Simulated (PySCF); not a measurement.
# [C3H5O2]− (SMILES CCC(=O)[O-]): levels of theory compared

Aim: a comparison of 6 runs (BLYP/6-31G*, CAM-B3LYP/6-31G*, M06-L/6-31G*, PBE0/6-31G*, r2SCAN/6-31G*, wB97X/6-31G*) of [C3H5O2]−. 

The calculation is run with PySCF 2.14.0.

2 further runs of the same task are left out: 2 set aside as unsound or not needed. Runs told in other sessions of the task aren't counted.

### 1 Starting point

[C3H5O2]−: 10 atoms, total charge -1, spin state singlet. SMILES: `CCC(=O)[O-]`. The coordinates come from a GFN2-xTB relaxation. This is one conformer, not always the lowest.

Bond lengths: C1–C2 1.522 Å, C2–C3 1.591 Å, C3–O4 1.239 Å, C3–O5 1.239 Å, C1–H6 1.089 Å, C1–H7 1.089 Å, C1–H8 1.096 Å, C2–H9 1.094 Å, C2–H10 1.094 Å. Some angles: C1–C2–C3 109.5°, C2–C3–O4 115.5°, C2–C3–O5 115.4°, O4–C3–O5 129.1°, C1–C2–H9 110.0°, C1–C2–H10 110.2°, C3–C2–H9 108.9°, C3–C2–H10 109.0°, C2–C1–H6 109.7°, C2–C1–H7 109.9°.

### 2 The energy at BLYP/6-31G(d) (spherical functions) (run 1)

calc.py

```python
from pyscf import gto, dft

mol = gto.M(
    atom='''
C     -0.868510    -0.618240     0.453690
C      0.548220    -0.077570     0.322950
C      0.627690     0.904740    -0.926290
O      0.981000     0.382810    -1.992740
O      0.317830     2.081770    -0.697020
H     -1.566920     0.208370     0.578420
H     -1.142310    -1.162260    -0.449370
H     -0.973500    -1.294370     1.309550
H      0.822870     0.474900     1.226260
H      1.253630    -0.900160     0.174560
''',
    basis='6-31g*',
    charge=-1,
    max_memory=1860,
    verbose=3,
)

mf = dft.RKS(mol, xc='blyp')
mf.grids.level = 5
mf.conv_tol = 1e-10
mf.kernel()
if not mf.converged:
    mf = mf.newton().run(mf.mo_coeff, mf.mo_occ)

etot = mf.e_tot
print('E = %.10f Eh' % etot)
```

Started as:

```sh
$ OMP_NUM_THREADS=1 python calc.py
```

Standard output:

```text
<dir> SyntaxWarning: invalid escape sequence '\W'
  S = {(paw_set(r)[0], bool(re.search(r"spin_orbit\W+true|paw_fr", str((r.get("files") or {}).get("input") or "")) or re.search("(?i)spin.orbit\W+(value\W+)?(true|yes)|value\W+spin-orbit", json.dumps(r.get("inputs"), default=str)))) for r in records}
converged SCF energy = -267.711132728095
E = -267.7111327281 Eh
```

Wall time 25 s (1 thread of Arm Neoverse V1, shared host); peak memory 0.4 GiB.

### 3 A single-point energy at CAM-B3LYP/6-31G(d) (spherical functions) (run 2)

calc.py

```python
from pyscf import gto, dft

mol = gto.M(
    atom='''
C   -0.868510  -0.618240   0.453690
C    0.548220  -0.077570   0.322950
C    0.627690   0.904740  -0.926290
O    0.981000   0.382810  -1.992740
O    0.317830   2.081770  -0.697020
H   -1.566920   0.208370   0.578420
H   -1.142310  -1.162260  -0.449370
H   -0.973500  -1.294370   1.309550
H    0.822870   0.474900   1.226260
H    1.253630  -0.900160   0.174560
''',
    basis='6-31g*',
    verbose=4,
    max_memory=1860,
    charge=-1,
    spin=0,
)

mf = dft.RKS(mol, xc='cam-b3lyp')
mf.conv_tol = 1e-10
mf.grids.level = 5
mf.kernel()
if not mf.converged:
    mf = mf.newton().run(mf.mo_coeff, mf.mo_occ)

etot = mf.e_tot
print(f'total energy: {etot:.8f} hartree')
```

Started as:

```sh
$ OMP_NUM_THREADS=1 python calc.py
```

Standard output:

```text
<dir> SyntaxWarning: invalid escape sequence '\W'
  S = {(paw_set(r)[0], bool(re.search(r"spin_orbit\W+true|paw_fr", str((r.get("files") or {}).get("input") or "")) or re.search("(?i)spin.orbit\W+(value\W+)?(true|yes)|value\W+spin-orbit", json.dumps(r.get("inputs"), default=str)))) for r in records}

PySCF version 2.14.0

[... 80 lines left out ...]
converged SCF energy = -267.686850365615
total energy: -267.68685037 hartree
```

Wall time 31 s (1 thread of Arm Neoverse V1, shared host); peak memory 0.4 GiB.

Runs 3 to 5 aren't shown in full; the table further down has their settings and results.

### 4 The energy at wB97X/6-31G(d) (spherical functions) (run 6)

calc.py

```python
# propionate anion
from pyscf import gto, dft

mol = gto.M(
    atom=[
    ('C', (-0.868510, -0.618240, 0.453690)),
    ('C', (0.548220, -0.077570, 0.322950)),
    ('C', (0.627690, 0.904740, -0.926290)),
    ('O', (0.981000, 0.382810, -1.992740)),
    ('O', (0.317830, 2.081770, -0.697020)),
    ('H', (-1.566920, 0.208370, 0.578420)),
    ('H', (-1.142310, -1.162260, -0.449370)),
    ('H', (-0.973500, -1.294370, 1.309550)),
    ('H', (0.822870, 0.474900, 1.226260)),
    ('H', (1.253630, -0.900160, 0.174560)),
],
    verbose=3,
    spin=0,
    charge=-1,
    max_memory=1860,
    basis='6-31g*',
)

mf = dft.RKS(mol, xc='wb97x')
mf.grids.level = 5
mf.conv_tol = 1e-10
mf.kernel()
if not mf.converged:
    mf = mf.newton().run(mf.mo_coeff, mf.mo_occ)

etot = mf.e_tot
print('E(%s) = %.9f' % ('WB97X', etot))
```

Started as:

```sh
$ OMP_NUM_THREADS=1 python calc.py
```

Standard output:

```text
<dir> SyntaxWarning: invalid escape sequence '\W'
  S = {(paw_set(r)[0], bool(re.search(r"spin_orbit\W+true|paw_fr", str((r.get("files") or {}).get("input") or "")) or re.search("(?i)spin.orbit\W+(value\W+)?(true|yes)|value\W+spin-orbit", json.dumps(r.get("inputs"), default=str)))) for r in records}
converged SCF energy = -267.740986373063
E(WB97X) = -267.740986373
```

It took 30 s on 1 thread of Arm Neoverse V1, shared host; peak memory 0.4 GiB.

### 5 Overview of the runs

| run | level | energy (Eh) | HOMO energy (eV) | LUMO energy (eV) | HOMO–LUMO gap (eV) | wall time |
| --- | --- | --- | --- | --- | --- | --- |
| 1 | BLYP/6-31G* (spherical functions) | -267.711133 | 1.83 | 6.48 | 4.64 | 25 s |
| 2 | CAM-B3LYP/6-31G* (spherical functions) | -267.686850 | -1.59 | 8.40 | 9.99 | 31 s |
| 3 | M06-L/6-31G* (spherical functions) | -267.777823 | 1.18 | 6.79 | 5.60 | 44 s |
| 4 | PBE0/6-31G* (spherical functions) | -267.507532 | -0.20 | 7.34 | 7.54 | 21 s |
| 5 | r2SCAN/6-31G* (spherical functions) | -267.660447 | 1.17 | 6.75 | 5.58 | 41 s |
| 6 | wB97X/6-31G* (spherical functions) | -267.740986 | -2.68 | 9.53 | 12.21 | 30 s |

### 6 Summary of results

| quantity | value |
| --- | --- |
| run 6: total energy | -267.74099 Eh |
| run 6: HOMO energy | -2.68 eV |
| run 6: LUMO energy | 9.53 eV |
| run 6: HOMO–LUMO gap (to an unbound level, set by the basis) | 12.21 eV |

The HOMO–LUMO gap runs from 4.64 eV (BLYP/6-31G*) to 12.21 eV (wB97X/6-31G*). The empty levels of an anion lie above zero and hang on the basis. Totals of different functionals can't be ranked against each other. In runs 1, 3, 5 the HOMO lies above zero, from self-interaction, a short basis or an electron that isn't bound. All runs together took 3.2 min, the longest 44 s.
